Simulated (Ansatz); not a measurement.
HfO₂ — coordination and ¹⁷O quadrupole coupling

Cell: an entry of the Crystallography Open Database (COD) whose atoms were relaxed with PBE, the cell held.

```cif
data_HfO2
_symmetry_space_group_name_H-M 'P2_1/c'
_symmetry_Int_Tables_number 14
_cell_length_a 5.1180
_cell_length_b 5.1857
_cell_length_c 5.2841
_cell_angle_alpha 90.000
_cell_angle_beta 99.352
_cell_angle_gamma 90.000
loop_
_atom_site_label
_atom_site_type_symbol
_atom_site_symmetry_multiplicity
_atom_site_Wyckoff_symbol
_atom_site_fract_x
_atom_site_fract_y
_atom_site_fract_z
Hf Hf 4 e 0.2767 0.0419 0.2081
O5 O 4 e 0.4466 0.7584 0.4803
O9 O 4 e 0.0726 0.3392 0.3389
```

One atom of each set is listed.

All values are calculated (Ansatz; DFT, PBE, plane waves and PAW, scalar-relativistic, 420 eV cutoff, Γ-centred 5×5×5 k-points, Fermi–Dirac smearing 0.02 eV), not measured.

Q(¹⁷O) = -25.58 mb.

Task: Order the O environments from the weakest to the strongest quadrupole coupling.
A. O5: 4 Hf at 2.14–2.24 Å
B. O9: 3 Hf at 2.04–2.15 Å

Result: A (0.661 MHz, η = 1.00), B (0.816 MHz, η = 0.88).

Like point charges on the first shell alone (each adding as 1/d³) would give the same order.

At this cell the principal stresses reach 5 GPa in size with PBE, which can matter for small gradients. Without spin–orbit coupling the gradients at and beside Hf can be off by some per cent, at some sites by more.
